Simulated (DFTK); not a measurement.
**Ge in DFTK: the effect of functional**

The system is Ge.

```
Ge
1.0
    -1.60842    1.60842    1.87318
     1.60842   -1.60842    1.87318
     1.60842    1.60842   -1.87318
Ge
1
Direct
  0.50000 0.50000 0.00000
```

The cell was built by a generator and needn't be a form met in nature.

Alike in all runs:

```yaml
Program: DFTK 0.8.2
Task: single point
Potentials_or_basis: SG15 1.2 (PBE)
Cutoff: 1225 eV
k_mesh: 12 × 12 × 12
Occupations: fermi-dirac, width 0.05 eV
Spin: no spin polarisation
```

```csv
functional,pressure (GPa)
LDA,-6.6
PBE,?
PBEsol,-3.1
RPBE,3.7
BLYP,5.6
AM05,-3.5
WC,-2.7
r2SCAN,-2.6
```

**Question.** What does the run with functional PBE give?

**Answer.** Pressure 0.8 GPa.

Caveats: the potentials were made for another functional, which shifts forces and pressure (some runs).
